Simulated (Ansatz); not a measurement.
# MoS2: the cost of one run

Computed with Ansatz 0.2.0 (DFT PBEsol, scalar-relativistic, plane waves, PAW, unless a step's input says otherwise).

### Step 1. The system as given

Symmetry: R3m, No. 160, trigonal system. Conventional cell: a = 3.163 Å, b = 3.163 Å, c = 18.370 Å, α = 90.00°, β = 90.00°, γ = 120.00°. Mo (site symmetry 3m) has 6 S at 2.36 Å as nearest neighbours. Around S (site symmetry 3m) lie 3 Mo at 2.36 Å.

Structure file:

```
CELL_PARAMETERS angstrom
1.58150 0.91308 6.12333
-1.58150 0.91308 6.12333
0.00000 -1.82616 6.12333
ATOMIC_POSITIONS crystal
Mo 0.00000 0.00000 0.00000
S 0.74840 0.74840 0.74840
S 0.58490 0.58490 0.58490
```

The structure comes from the Crystallography Open Database.

(A quick probe on a coarse mesh, which set the mesh and smearing, is not shown.)

### Step 3. A loose first relaxation

The input, input.yaml:

```yaml
crystal:
  lattice:
    - [1.5815003568, 0.9130796567, 6.12333]
    - [-1.5815003568, 0.9130796567, 6.12333]
    - [0.0, -1.8261593134, 6.12333]
  atoms:
    - { symbol: Mo, position: [0.0, 0.0, 0.0] }
    - { symbol: S, position: [0.7484, 0.7484, 0.7484] }
    - { symbol: S, position: [0.5849, 0.5849, 0.5849] }
basis:
  ecutwfc: 420
kpoints:
  mp_grid: { grid: [9, 9, 9] }
hamiltonian:
  xc: pbesol
scf:
  occupations: { method: gaussian, width: 0.1 }
output:
  forces: true
  stress: true
  eigenvalues: true
relax:
  adjacent_minimum: "off"
  f_tol: 0.05
  max_steps: 80
  cell: { stress_tol: 0.5 }
```

Q: Estimate wall time and peak memory on 1 thread of an x86-64 CPU, shared host.

About 20 s, with a peak of 0.45 GiB.
